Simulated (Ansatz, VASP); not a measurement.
## NaCl in VASP and in Ansatz

```
Na Cl
1.0
     0.00000    3.06266    3.06266
     3.06266    0.00000    3.06266
     3.06266    3.06266    0.00000
Na Cl
1 1
Direct
  0.00000 0.00000 0.00000
  0.25000 0.25000 0.25000
```

Alike in both runs: task single point; functional PBE; k mesh 6 × 6 × 6; no spin polarisation.

```csv
,VASP,Ansatz
version,VASP 6.6.1,Ansatz 0.2.0
potentials or method,"VASP PAW PBE potentials, release 64 (Na_pv, Cl)","plane waves, PAW"
plane-wave cutoff (eV),520,420
occupations,"gaussian, width 0.01 eV",fixed
valence electrons in the cell,14,16
```

|  | VASP | Ansatz | Ansatz less VASP |
| --- | --- | --- | --- |
| gap on the k mesh at the Fermi level (eV) | 5.00 | 5.00 | +0.002 |
| pressure (GPa) | 1.2 | 1.2 | +0.01 |

The two sets of potentials don't hold the same shells in valence.

Expect the measured gap to be larger: semilocal functionals such as PBE lack the derivative discontinuity.
